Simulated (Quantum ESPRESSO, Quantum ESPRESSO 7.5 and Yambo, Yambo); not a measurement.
## A GW chain in Yambo: RbCl (Fm-3m)

Wanted: ground state, empty states, screening and self-energy for RbCl (Fm-3m).

Calculated with Quantum ESPRESSO 7.5 and Yambo 5.3.0; PBE and many-body steps on it, plane waves.

## Step 1: Set-up

Symmetry: Fm-3m, No. 225, cubic system. The conventional cell has a = 6.579 Å, b = 6.579 Å, c = 6.579 Å, α = 90.00°, β = 90.00°, γ = 90.00°. Nearest to Rb lie 6 Cl at 3.29 Å. Nearest to Cl lie 6 Rb at 3.29 Å. Farther neighbours and most contacts between anions are not listed.

The cell and positions come from the Crystallography Open Database and are kept as given unless a step says otherwise.

## Step 2: Ground state

This step: Quantum ESPRESSO 7.5; DFT, PBE, plane waves, norm-conserving pseudopotentials.

The ground-state density comes first.

The input, pw.in:

```
&control
  calculation = 'scf'
  prefix = 'x'
  outdir = 'o'
  pseudo_dir = 'pseudo'
/
&system
  ibrav = 0
  nat = 2
  ntyp = 2
  ecutwfc = 50.0
  nbnd = 13
  force_symmorphic = .true.
/
&electrons
  conv_thr = 1e-10
  electron_maxstep = 80
  mixing_beta = 0.5
/
ATOMIC_SPECIES
  Rb 85.468 Rb.upf
  Cl 35.45 Cl.upf
CELL_PARAMETERS angstrom
  0.0000000000 3.2895000000 3.2895000000
  3.2895000000 0.0000000000 3.2895000000
  3.2895000000 3.2895000000 -0.0000000000
ATOMIC_POSITIONS crystal
  Rb 0.0000000000 0.0000000000 0.0000000000
  Cl 0.5000000000 0.5000000000 0.5000000000
K_POINTS automatic
  6 6 6 0 0 0
```

Launch:

```
OMP_NUM_THREADS=1 mpirun -n 4 pw.x -nk 4 -in pw.in > pw.out
```

The log of the run:

```text
Program PWSCF v.7.5 starts

     This program is part of the open-source Quantum ESPRESSO suite
     for quantum simulation of materials; please cite
         "P. Giannozzi et al., J. Phys.:Condens. Matter 21 395502 (2009);
         "P. Giannozzi et al., J. Phys.:Condens. Matter 29 465901 (2017);
         "P. Giannozzi et al., J. Chem. Phys. 152 154105 (2020);
     in publications or presentations arising from this work. More details at
     Message from routine setup:
     using ibrav=0 with symmetry is DISCOURAGED, use correct ibrav instead

     G-vector sticks info

     bravais-lattice index     =            0
     lattice parameter (alat)  =       8.7911  a.u.
     unit-cell volume          =     480.4147 (a.u.)^3
     number of atoms/cell      =            2
     number of atomic types    =            2
     number of electrons       =        16.00
     number of Kohn-Sham states=           13
     kinetic-energy cutoff     =      50.0000  Ry
     charge density cutoff     =     200.0000  Ry
     scf convergence threshold =      1.0E-10
     mixing beta               =       0.5000
     number of iterations used =            8  plain     mixing
     Exchange-correlation= PBE
                           (   1   4   3   4   0   0   0)

     celldm(1)=   8.791111  celldm(2)=   0.000000  celldm(3)=   0.000000
     celldm(4)=   0.000000  celldm(5)=   0.000000  celldm(6)=   0.000000

     crystal axes: (cart. coord. in units of alat)
               a(1) = (   0.000000   0.707107   0.707107 )
               a(2) = (   0.707107   0.000000   0.707107 )
               a(3) = (   0.707107   0.707107  -0.000000 )

     reciprocal axes: (cart. coord. in units 2 pi/alat)
               b(1) = ( -0.707107  0.707107  0.707107 )
               b(2) = (  0.707107 -0.707107  0.707107 )
               b(3) = (  0.707107  0.707107 -0.707107 )
     Pseudo is Norm-conserving + core correction, Zval =  9.0
     Generated using ONCVPSP code by D. R. Hamann
     Using radial grid of 2308 points,  6 beta functions with:
     Pseudo is Norm-conserving + core correction, Zval =  7.0
     Generated using ONCVPSP code by D. R. Hamann
     Using radial grid of 1028 points,  6 beta functions with:
     Rb                9.00    85.46800     Rb( 1.00)
     Cl                7.00    35.45000     Cl( 1.00)

     48 Sym. Ops., with inversion, found

   Cartesian axes

     site n.     atom                  positions (alat units)
         1        Rb     tau(   1) = (   0.0000000   0.0000000   0.0000000  )
         2        Cl     tau(   2) = (   0.7071068   0.7071068   0.7071068  )

     number of k points=    16
                       cart. coord. in units 2pi/alat
        k(    1) = (   0.0000000   0.0000000   0.0000000), wk =   0.0092593
        k(    2) = (   0.1178511   0.1178511  -0.1178511), wk =   0.0740741
        k(    3) = (   0.2357023   0.2357023  -0.2357023), wk =   0.0740741
        k(    4) = (  -0.3535534  -0.3535534   0.3535534), wk =   0.0370370
        k(    5) = (   0.2357023   0.0000000  -0.0000000), wk =   0.0555556
        k(    6) = (   0.3535534   0.1178511  -0.1178511), wk =   0.2222222
        k(    7) = (  -0.2357023  -0.4714045   0.4714045), wk =   0.2222222
        k(    8) = (  -0.1178511  -0.3535534   0.3535534), wk =   0.2222222
        k(    9) = (   0.0000000  -0.2357023   0.2357023), wk =   0.1111111
        k(   10) = (   0.4714045   0.0000000  -0.0000000), wk =   0.0555556
     [... 4 further rows ...]
        k(   15) = (  -0.1178511  -0.3535534   0.5892557), wk =   0.2222222
        k(   16) = (  -0.7071068   0.2357023   0.0000000), wk =   0.1111111

     Dense  grid:    22995 G-vectors     FFT dimensions: (  40,  40,  40)

     Initial potential from superposition of free atoms

     starting charge      15.9752, renormalised to      16.0000
     Starting wfcs are    9 randomized atomic wfcs +    4 random wfcs

     per-process dynamical memory:    20.5 Mb

     Self-consistent Calculation

     iteration #  1     ecut=    50.00 Ry     beta= 0.50

     Threshold (ethr) on eigenvalues was too large:
     Diagonalizing with lowered threshold

     total energy              =     -87.21609504 Ry
     estimated scf accuracy    <       0.08357746 Ry

     iteration #  2     ecut=    50.00 Ry     beta= 0.50

     total energy              =     -87.23528009 Ry
     estimated scf accuracy    <       0.00477331 Ry

     iteration #  3     ecut=    50.00 Ry     beta= 0.50

     total energy              =     -87.23612602 Ry
     estimated scf accuracy    <       0.00103481 Ry

     iteration #  4     ecut=    50.00 Ry     beta= 0.50

     total energy              =     -87.23621833 Ry
     estimated scf accuracy    <       0.00001940 Ry

     iteration #  5     ecut=    50.00 Ry     beta= 0.50

     total energy              =     -87.23622639 Ry
     estimated scf accuracy    <       0.00000308 Ry

     iteration #  6     ecut=    50.00 Ry     beta= 0.50

     total energy              =     -87.23622752 Ry
     estimated scf accuracy    <       0.00000032 Ry

     iteration #  7     ecut=    50.00 Ry     beta= 0.50

     total energy              =     -87.23622759 Ry
     estimated scf accuracy    <          1.4E-09 Ry

     iteration #  8     ecut=    50.00 Ry     beta= 0.50

     total energy              =     -87.23622760 Ry
     estimated scf accuracy    <          2.7E-09 Ry

     iteration #  9     ecut=    50.00 Ry     beta= 0.50

     End of self-consistent calculation

          k = 0.0000 0.0000 0.0000 (  2837 PWs)   bands (ev):

   -22.8688 -10.9397  -6.9125  -6.9125  -6.9125   1.0595   1.0595   1.0595
     6.0622   9.0467   9.0467   9.0467  10.0184

          k = 0.1179 0.1179-0.1179 (  2836 PWs)   bands (ev):

   -22.8649 -10.9556  -6.9156  -6.9156  -6.9057   0.8038   0.9702   0.9702
     6.6828   8.8772   9.3906   9.3906  10.4238

          k = 0.2357 0.2357-0.2357 (  2872 PWs)   bands (ev):

   -22.8569 -10.9871  -6.9217  -6.9217  -6.8925   0.3809   0.8016   0.8016
     8.0194   8.8736  10.3417  10.3417  11.4529

          k =-0.3536-0.3536 0.3536 (  2884 PWs)   bands (ev):

     [... further k-points ...]

     highest occupied, lowest unoccupied level (ev):     1.0595    6.0622

!    total energy              =     -87.23622760 Ry
     estimated scf accuracy    <          6.5E-11 Ry

     The total energy is the sum of the following terms:
     one-electron contribution =     -20.86954624 Ry
     hartree contribution      =      15.81904037 Ry
     xc contribution           =     -23.20016521 Ry
     ewald contribution        =     -58.98555651 Ry

     convergence has been achieved in   9 iterations

     XML data file, charge density, pseudopotentials, collected wavefunctions

=------------------------------------------------------------------------------=
   JOB DONE.
=------------------------------------------------------------------------------=
```

The job ended after 4.1 s (4 MPI ranks of Intel Xeon 6975P-C (Granite Rapids), shared host; peak memory 0.24 GiB; 15 s of CPU time).

This step gave:

* total energy: -1186.9093 eV
* gap: 5.003 eV
* k of the valence top: 0, 0, 0
* k of the conduction bottom: 0, 0, 0
* least direct gap: 5.003 eV

The gap is direct, at Γ.

## Step 3: Bands along the symmetry lines

The cheap functional maps the bands first; the places of the edges decide which points the dearer methods must see.

The input, pw.in:

```
&control
  calculation = 'bands'
  prefix = 'x'
  outdir = 'o'
  pseudo_dir = 'pseudo'
/
&system
  ibrav = 0
  nat = 2
  ntyp = 2
  ecutwfc = 50.0
  nbnd = 14
  force_symmorphic = .true.
/
&electrons
  conv_thr = 1e-9
  electron_maxstep = 80
  diago_full_acc = .true.
  diago_thr_init = 5e-6
/
ATOMIC_SPECIES
  Rb 85.468 Rb.upf
  Cl 35.45 Cl.upf
CELL_PARAMETERS angstrom
  0.0000000000 3.2895000000 3.2895000000
  3.2895000000 0.0000000000 3.2895000000
  3.2895000000 3.2895000000 -0.0000000000
ATOMIC_POSITIONS crystal
  Rb 0.0000000000 0.0000000000 0.0000000000
  Cl 0.5000000000 0.5000000000 0.5000000000
K_POINTS crystal
  50
  0.00000000 0.00000000 0.00000000 1
  0.06250000 0.00000000 0.06250000 1
  0.12500000 0.00000000 0.12500000 1
  0.18750000 0.00000000 0.18750000 1
  0.25000000 0.00000000 0.25000000 1
  0.31250000 0.00000000 0.31250000 1
  0.37500000 0.00000000 0.37500000 1
  0.43750000 0.00000000 0.43750000 1
  0.50000000 0.00000000 0.50000000 1
  0.51562500 0.03125000 0.51562500 1
  0.53125000 0.06250000 0.53125000 1
  0.54687500 0.09375000 0.54687500 1
  0.56250000 0.12500000 0.56250000 1
  0.57812500 0.15625000 0.57812500 1
  0.59375000 0.18750000 0.59375000 1
  0.60937500 0.21875000 0.60937500 1
  0.62500000 0.25000000 0.62500000 1
  0.37500000 0.37500000 0.75000000 1
  0.32812500 0.32812500 0.65625000 1
  0.28125000 0.28125000 0.56250000 1
  0.23437500 0.23437500 0.46875000 1
  0.18750000 0.18750000 0.37500000 1
  0.14062500 0.14062500 0.28125000 1
  0.09375000 0.09375000 0.18750000 1
  0.04687500 0.04687500 0.09375000 1
  0.00000000 0.00000000 0.00000000 1
  0.06250000 0.06250000 0.06250000 1
  0.12500000 0.12500000 0.12500000 1
  0.18750000 0.18750000 0.18750000 1
  0.25000000 0.25000000 0.25000000 1
  0.31250000 0.31250000 0.31250000 1
  0.37500000 0.37500000 0.37500000 1
  0.43750000 0.43750000 0.43750000 1
  0.50000000 0.50000000 0.50000000 1
  0.50000000 0.46875000 0.53125000 1
  0.50000000 0.43750000 0.56250000 1
  0.50000000 0.40625000 0.59375000 1
  0.50000000 0.37500000 0.62500000 1
  0.50000000 0.34375000 0.65625000 1
  0.50000000 0.31250000 0.68750000 1
  0.50000000 0.28125000 0.71875000 1
  0.50000000 0.25000000 0.75000000 1
  0.50000000 0.21875000 0.71875000 1
  0.50000000 0.18750000 0.68750000 1
  0.50000000 0.15625000 0.65625000 1
  0.50000000 0.12500000 0.62500000 1
  0.50000000 0.09375000 0.59375000 1
  0.50000000 0.06250000 0.56250000 1
  0.50000000 0.03125000 0.53125000 1
  0.50000000 0.00000000 0.50000000 1
```

The log of the run:

```text
[banner, memory and clock lines left out]
Program PWSCF v.7.5 starts

     Atomic positions and unit cell read from directory:
     o/x.save/

     Message from routine setup:
     using ibrav=0 with symmetry is DISCOURAGED, use correct ibrav instead

     G-vector sticks info

     bravais-lattice index     =            0
     lattice parameter (alat)  =       8.7911  a.u.
     unit-cell volume          =     480.4147 (a.u.)^3
     number of atoms/cell      =            2
     number of atomic types    =            2
     number of electrons       =        16.00
     number of Kohn-Sham states=           14
     kinetic-energy cutoff     =      50.0000  Ry
     charge density cutoff     =     200.0000  Ry
     Exchange-correlation= PBE
                           (   1   4   3   4   0   0   0)

     celldm(1)=   8.791111  celldm(2)=   0.000000  celldm(3)=   0.000000
     celldm(4)=   0.000000  celldm(5)=   0.000000  celldm(6)=   0.000000

     crystal axes: (cart. coord. in units of alat)
               a(1) = (   0.000000   0.707107   0.707107 )
               a(2) = (   0.707107   0.000000   0.707107 )
               a(3) = (   0.707107   0.707107  -0.000000 )

     reciprocal axes: (cart. coord. in units 2 pi/alat)
               b(1) = ( -0.707107  0.707107  0.707107 )
               b(2) = (  0.707107 -0.707107  0.707107 )
               b(3) = (  0.707107  0.707107 -0.707107 )
     Pseudo is Norm-conserving + core correction, Zval =  9.0
     Generated using ONCVPSP code by D. R. Hamann
     Using radial grid of 2308 points,  6 beta functions with:
     Pseudo is Norm-conserving + core correction, Zval =  7.0
     Generated using ONCVPSP code by D. R. Hamann
     Using radial grid of 1028 points,  6 beta functions with:
     Rb                9.00    85.46800     Rb( 1.00)
     Cl                7.00    35.45000     Cl( 1.00)

     48 Sym. Ops., with inversion, found

   Cartesian axes

     site n.     atom                  positions (alat units)
         1        Rb     tau(   1) = (   0.0000000   0.0000000   0.0000000  )
         2        Cl     tau(   2) = (   0.7071068   0.7071068   0.7071068  )

     number of k points=    50
                       cart. coord. in units 2pi/alat
        k(    1) = (   0.0000000   0.0000000   0.0000000), wk =   0.0400000
        k(    2) = (   0.0000000   0.0883883   0.0000000), wk =   0.0400000
        k(    3) = (   0.0000000   0.1767767   0.0000000), wk =   0.0400000
[...]
[... 38 further rows ...]
        k(   49) = (   0.0441942   0.7071068   0.0000000), wk =   0.0400000
        k(   50) = (   0.0000000   0.7071068   0.0000000), wk =   0.0400000

     Dense  grid:    22995 G-vectors     FFT dimensions: (  40,  40,  40)

     The potential is recalculated from file :
     o/x.save/charge-density

     Starting wfcs are    9 randomized atomic wfcs +    5 random wfcs

     Band Structure Calculation

     End of band structure calculation

          k = 0.0000 0.0000 0.0000 (  2837 PWs)   bands (ev):

   -22.8688 -10.9398  -6.9124  -6.9124  -6.9124   1.0594   1.0594   1.0594
     6.0622   9.0467   9.0467   9.0467  10.0184  10.0184

          k = 0.0000 0.0884 0.0000 (  2822 PWs)   bands (ev):

   -22.8680 -10.9429  -6.9162  -6.9162  -6.9054   0.9838   1.0528   1.0528
     6.1848   8.9286   9.1488   9.1488  10.0511  10.1417

          k = 0.0000 0.1768 0.0000 (  2834 PWs)   bands (ev):

   -22.8657 -10.9495  -6.9271  -6.9271  -6.8924   0.8072   1.0352   1.0352
     6.5064   8.6380   9.4489   9.4489  10.1468  10.4874

          k =-0.0000 0.2652 0.0000 (  2858 PWs)   bands (ev):

[...]
k = 0.0000 0.4419-0.0000 (  2866 PWs)   bands (ev):

[...]
k =-0.0000 0.5303 0.0000 (  2870 PWs)   bands (ev):

[...]
k = 0.0000 0.6187-0.0000 (  2866 PWs)   bands (ev):

[...]
k = 0.4640 0.4640-0.0000 (  2878 PWs)   bands (ev):

[...]
k = 0.3315 0.3315-0.0000 (  2862 PWs)   bands (ev):

[...]
k = 0.3094 0.7071-0.0000 (  2860 PWs)   bands (ev):

[...]
k = 0.2210 0.7071-0.0000 (  2868 PWs)   bands (ev):

[...]
k = 0.1768 0.7071-0.0000 (  2874 PWs)   bands (ev):

[...]
k = 0.0442 0.7071 0.0000 (  2884 PWs)   bands (ev):

   -22.8484 -10.8933  -7.1685  -7.0150  -7.0092   0.7411   0.9447   0.9549
     7.2917   9.1605  10.7217  11.1302  11.4117  12.8128

          k = 0.0000 0.7071 0.0000 (  2874 PWs)   bands (ev):

   -22.8484 -10.8921  -7.1700  -7.0135  -7.0135   0.7400   0.9582   0.9582
     7.2658   9.1266  10.7767  11.1044  11.4346  12.7855

     XML data file, pseudopotentials, collected wavefunctions
```

Wall time 4 s (4 MPI ranks); peak memory 0.22 GiB; 15 s of CPU time.

Numbers from this step:

* gap: 5.003 eV
* k of the valence top: 0, 0, 0
* k of the conduction bottom: 0, 0, 0
* least direct gap: 5.003 eV

The gap is 5.003 eV, as in the run before at this level.

Electronic bands along the path, in eV, zero at the top of the highest filled band; v1 is the highest filled band, c1 the lowest empty one:

| point | v4 | v3 | v2 | v1 | c1 | c2 | c3 | c4 |
| --- | --- | --- | --- | --- | --- | --- | --- | --- |
| Γ | -7.97 | 0.00 | 0.00 | 0.00 | 5.00 | 7.99 | 7.99 | 7.99 |
| halfway | -7.99 | -0.53 | -0.07 | -0.07 | 6.37 | 6.89 | 9.43 | 9.50 |
| X | -8.07 | -0.32 | -0.10 | -0.10 | 6.21 | 8.07 | 9.72 | 10.04 |
| halfway | -8.06 | -0.31 | -0.19 | -0.14 | 6.41 | 8.33 | 9.36 | 10.20 |
| U | -8.03 | -0.40 | -0.28 | -0.22 | 6.95 | 8.71 | 9.06 | 9.75 |
| jump to K | -8.03 | -0.40 | -0.28 | -0.22 | 6.95 | 8.71 | 9.06 | 9.75 |
| halfway | -7.95 | -0.59 | -0.27 | -0.11 | 6.66 | 7.61 | 8.82 | 9.51 |
| Γ | -7.97 | 0.00 | 0.00 | 0.00 | 5.00 | 7.99 | 7.99 | 7.99 |
| halfway | -7.96 | -0.48 | -0.18 | -0.18 | 6.27 | 7.77 | 8.74 | 8.74 |
| L | -7.95 | -0.86 | -0.34 | -0.34 | 7.75 | 7.98 | 10.16 | 10.16 |
| halfway | -7.96 | -0.65 | -0.29 | -0.29 | 7.73 | 7.86 | 9.74 | 9.90 |
| W | -7.96 | -0.44 | -0.24 | -0.24 | 7.67 | 7.67 | 9.34 | 9.37 |
| halfway | -8.02 | -0.30 | -0.27 | -0.15 | 6.61 | 8.53 | 8.99 | 10.05 |
| X | -8.07 | -0.32 | -0.10 | -0.10 | 6.21 | 8.07 | 9.72 | 10.04 |

(Part 1 of 2 ends here.)

[Paths, hosts, dates, memory and timing lines, banners, echoed tables and standing remarks are left out of the program output.]

[Logs are printed without paths, hosts, clocks, repeated set-up lines and the standing remarks that a program may print on its own settings, such as how far it seeks lower states.]

[Runs of the session that timed out or met a known fault of the program may be left out.]

[Hosts, paths, dates, database ids (printed as entryN), source tags and the programs' standing remarks are cut or masked in the printed files.]
